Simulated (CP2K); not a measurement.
# Pd in CP2K: convergence with rel cutoff ry

Input of the first run (rel cutoff ry 20); the others differ in this setting and in those tied to it:

File pd_converge.inp:

```
&GLOBAL
  PROJECT pd_converge
  RUN_TYPE ENERGY_FORCE
  PRINT_LEVEL LOW
&END GLOBAL
&FORCE_EVAL
  METHOD QS
  STRESS_TENSOR ANALYTICAL
  &DFT
    BASIS_SET_FILE_NAME BASIS_MOLOPT_UZH
    POTENTIAL_FILE_NAME POTENTIAL_UZH
    &MGRID
      CUTOFF 500
      REL_CUTOFF 20
      NGRIDS 5
    &END MGRID
    &QS
      METHOD GPW
      EPS_DEFAULT 1.0E-9
    &END QS
    &KPOINTS
      SCHEME MONKHORST-PACK 9 9 9
      GAMMA_CENTERED T
      SYMMETRY T
      SYMMETRY_BACKEND SPGLIB
    &END KPOINTS
    &SCF
      SCF_GUESS ATOMIC
      EPS_SCF 1.0E-6
      MAX_SCF 100
      ADDED_MOS 11
      CHOLESKY OFF
      EPS_EIGVAL 1.0E-7
      &DIAGONALIZATION ON
        ALGORITHM STANDARD
      &END DIAGONALIZATION
      &MIXING ON
        METHOD BROYDEN_MIXING
        ALPHA 0.4
        BETA 1.5
        NBUFFER 8
      &END MIXING
      &SMEAR ON
        METHOD FERMI_DIRAC
        ELECTRONIC_TEMPERATURE [K] 116.045
      &END SMEAR
    &END SCF
    &XC
      &XC_FUNCTIONAL
        &GGA_X_PBE_SOL
        &END GGA_X_PBE_SOL
        &GGA_C_PBE_SOL
        &END GGA_C_PBE_SOL
      &END XC_FUNCTIONAL
    &END XC
    &PRINT
      &KPOINTS ON
      &END KPOINTS
      &MULLIKEN ON
      &END MULLIKEN
      &MO ON
        ENERGIES T
        OCCUPATION_NUMBERS T
        &EACH
          QS_SCF 0
        &END EACH
        ADD_LAST NUMERIC
      &END MO
    &END PRINT
  &END DFT
  &SUBSYS
    &CELL
      A 2.6887885063 0.0000000000 0.0000000000
      B 1.2972534196 2.3727269429 0.0000000000
      C 1.3524152523 0.7293633052 2.3120063359
      PERIODIC XYZ
    &END CELL
    &COORD
      Pd  -0.0521050834 -0.0112257802 -0.0076203729
    &END COORD
    &KIND Pd
      BASIS_SET TZVP-MOLOPT-PBE-GTH-q18
      POTENTIAL GTH-PBE-q18
    &END KIND
    &PRINT
      &ATOMIC_COORDINATES ON
      &END ATOMIC_COORDINATES
      &CELL ON
      &END CELL
    &END PRINT
  &END SUBSYS
  &PRINT
    &FORCES ON
    &END FORCES
    &STRESS_TENSOR ON
    &END STRESS_TENSOR
  &END PRINT
&END FORCE_EVAL
```

Potentials or basis: POTENTIAL_UZH Pd GTH-PBE-q18; TZVP-MOLOPT-PBE-GTH basis.

The run is started by

```sh
$ OMP_NUM_THREADS=1 cp2k.psmp -i pd_converge.inp -o pd_converge.out
```

The cell isn't the ideal one: cell strained at random at fixed volume.

Hardware: 1 thread of Arm Neoverse V1 (shared host).

Problem. The values tried are 20, 30, 40, 50, 60, 80, 100, loosest first. From which on does the pressure stay within 0.1 GPa of the tightest run that finished?

Solution. From 30 on.

| rel cutoff ry | energy less the tightest run, at zero smearing (meV/atom) | pressure (GPa) | SCF cycles | CPU time (s) | peak memory (GiB) |
| --- | --- | --- | --- | --- | --- |
| 20 | 20.04 | -1.58 | 13 | 97 | 0.3 |
| 30 | 0.95 | -0.73 | 14 | 110 | 0.3 |
| 40 | 0.00 | -0.65 | 14 | 110 | 0.3 |
| 50 | 0.00 | -0.65 | 14 | 120 | 0.3 |
| 60 | 0.00 | -0.65 | 14 | 120 | 0.3 |
| 80 | 0.00 | -0.65 | 14 | 130 | 0.3 |
| 100 | 0.00 | -0.65 | 14 | 150 | 0.3 |

Against the tightest run, the energy stays within 1 meV/atom from 30 on. The tightest run that finished is the yardstick and may itself not be fully converged.

Caveat, for the tightest run too: the potentials were made for another functional, which shifts forces and pressure; the basis of atomic orbitals isn't converged, which shifts pressures, moduli and gaps.
